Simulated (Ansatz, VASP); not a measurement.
## Ge: programs and potentials compared

The starting cell:

```
CELL_PARAMETERS angstrom
0.00000 2.82891 2.82891
2.82891 0.00000 2.82891
2.82891 2.82891 0.00000
ATOMIC_POSITIONS crystal
Ge 0.75000 0.75000 0.75000
Ge 0.50000 0.50000 0.50000
```

Alike in all runs: task relaxation of cell and atoms; functional revPBE; k mesh 8 × 8 × 8; occupations fermi-dirac, width 0.05 eV; no spin polarisation; no spin-orbit coupling.

```csv
program and potentials,plane-wave cutoff (eV),notes,equilibrium volume (Å³/atom)
"Ansatz, Ansatz PAW",420,"potentials made for PBE, which Ansatz adapts in part",24.40
"VASP, PBE PAW files Ge_d, 600 eV",600,potentials made for PBE,24.37
"Ansatz, all-electron LAPW, scalar-relativistic",-,-,24.40
```

The equilibrium volume spans 24.37 (VASP, PBE PAW files Ge_d, 600 eV) to 24.40 Å³/atom (Ansatz, all-electron LAPW, scalar-relativistic), with all-electron results at 24.40. Some sets were made for another functional than the one run, which can shift their rows. Relaxations stop with a little pressure left, so the last digit of a volume isn't settled.

Differences between rows come from potentials, basis sets and numerical settings, since the functional is the same but for its coding. Runs on potential files found faulty are left out.
